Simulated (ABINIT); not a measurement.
Runs of ABINIT 10.8.3 (patched build) on GaP. It takes space group F-43m (No. 216, cubic). Conventional cell: a = 5.451 Å, b = 5.451 Å, c = 5.451 Å, α = 90.00°, β = 90.00°, γ = 90.00°. Around Ga (site symmetry -43m) lie 4 P at 2.36 Å. P (site symmetry -43m) has 4 Ga at 2.36 Å as nearest neighbours. 

| task | level | potentials or basis | k mesh | cutoff (eV) | smearing | share of exact exchange | most SCF steps | thinning of the exchange mesh (fockdownsampling) | fine-grid cutoff | mesh quality | gap on the mesh (eV) | V0 of scaled cells (Å³/atom) | B0 (GPa) |
| --- | --- | --- | --- | --- | --- | --- | --- | --- | --- | --- | --- | --- | --- |
| single point | PBE0 | SPMS NC PBE v1.0 | 6 × 6 × 6 | 816 | fermi-dirac 0.05 eV | 0.5 | 60 | 2 × 2 × 2 | - | coarse | (c) | - | - |
| equation of state | r2SCAN | Ansatz PAW PBE default generated set, frozen core | 5 × 5 × 5 | 490 | fermi-dirac 0.05 eV | - | - | - | 979.61 eV | coarse | - | 20.26 | 88 |
| single point | PBE0 | SPMS NC PBE v1.0 | 6 × 6 × 6 | 816 | fermi-dirac 0.05 eV | 0.05 | 60 | 2 × 2 × 2 | - | coarse | (b) | - | - |
| single point | PBE0 | SPMS NC PBE v1.0 | 6 × 6 × 6 | 816 | fermi-dirac 0.05 eV | 0.25 | 60 | 2 × 2 × 2 | - | coarse | (a) | - | - |
| equation of state | r2SCAN | JTH PAW PBE v2.0 | 5 × 5 × 5 | 653 | fermi-dirac 0.05 eV | - | - | - | 1251.72 eV | coarse | - | 20.23 | 88 |
| single point | PBE0 | SPMS NC PBE v1.0 | 6 × 6 × 6 | 816 | fermi-dirac 0.05 eV | 0.35 | 60 | 2 × 2 × 2 | - | coarse | 3.79 | - | - |
| single point | PBE0 | SPMS NC PBE v1.0 | 6 × 6 × 6 | 816 | fermi-dirac 0.05 eV | 0.15 | 60 | 2 × 2 × 2 | - | coarse | 2.56 | - | - |
| single point | HSE06 | SPMS NC PBE v1.0 | 6 × 6 × 6 | 816 | fixed | - | 60 | - | - | not flagged | 2.32 | - | - |

Alike in all rows: no spin polarisation; cell as given.

Task: Fill in the values left out.

Result: (a) 3.17; (b) 1.95; (c) 4.73.

Caveats: some runs use coarse meshes; the potentials were made for another functional, which shifts forces and pressure (some runs); exact exchange is summed on a coarse mesh, which widens gaps by tenths of an eV (some runs); pressures at fixed basis lie under the slope of the energies (some runs); the PAW data sets were made with another functional, which shifts forces and pressure a little (some runs); the atomic spheres overlap (some runs); Libxc's HSE differs a little from that of other programs (some runs).

A k mesh can miss the band edges, and the runs leave out spin-orbit coupling on Ga.

Runs at the PBE level aren't shown here.
